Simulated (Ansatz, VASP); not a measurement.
## One calculation of Te, two programs

Contents of INCAR:

```
PREC = Accurate ; ENCUT = 600
EDIFF = 1E-7 ; ISMEAR = 0
SIGMA = 0.1 ; LREAL = F
LASPH = T ; NELM = 100
ALGO = Normal ; ISIF = 3
LWAVE = F ; LCHARG = F
GGA = PE ; IBRION = 2
NSW = 100 ; EDIFFG = -0.01
```

File KPOINTS:

```
Automatic mesh
0
Gamma
  9 9 14
```

Contents of POSCAR:

```
Te
1.0
    5.6560257089      0.0000000000      0.0000000000
   -2.8280128545      4.8982619484      0.0000000000
    0.0000000000      0.0000000000      3.1461922831
Te
3
Direct
    0.0000000000      0.0000000000      0.0000000000
    0.3333333333      0.6666666667      0.5000000000
    0.6666666667      0.3333333333      0.5000000000
```

Input for Ansatz:

```yaml
crystal:
  lattice:
    - [5.6560257089, 0.0, 0.0]
    - [-2.8280128545, 4.8982619484, 0.0]
    - [0.0, 0.0, 3.1461922831]
  atoms:
    - { symbol: Te, position: [0.0, 0.0, 0.0] }
    - { symbol: Te, position: [0.3333333333, 0.6666666667, 0.5] }
    - { symbol: Te, position: [0.6666666667, 0.3333333333, 0.5] }
basis:
  ecutwfc: 420
kpoints:
  mp_grid: { grid: [9, 9, 14] }
hamiltonian:
  xc: pbe
scf:
  occupations: { method: gaussian, width: 0.1 }
output:
  forces: true
  stress: true
  eigenvalues: true
relax:
  adjacent_minimum: "off"
  f_tol: 0.01
  max_steps: 80
  cell: { stress_tol: 0.05 }
```

Alike in both runs: task relaxation of cell and atoms; functional PBE; k mesh 9 × 9 × 14; occupations gaussian, width 0.1 eV; no spin polarisation.

```csv
,VASP,Ansatz
version,VASP 6.6.1,Ansatz 0.2.0
potentials or method,"VASP PAW PBE potentials, release 64 (Te)","scalar-relativistic, plane waves, PAW"
plane-wave cutoff (eV),600,420
valence electrons in the cell,18,48
```

|  | VASP | Ansatz | Ansatz less VASP |
| --- | --- | --- | --- |
| gap on the k mesh at the Fermi level, each at its own relaxed structure (eV) | none | none | - |
| relaxed volume (Å³/atom) | 29.15 | 29.19 | +0.044 |
| relaxed cell length with the largest relative difference (Å) | 3.162 | 3.163 | +0.0019 |

A gap of «none» marks a metal or a gap that the smearing closes. The two sets of potentials don't hold the same shells in valence.

The runs have no spin-orbit coupling, so splittings on Te are missing.
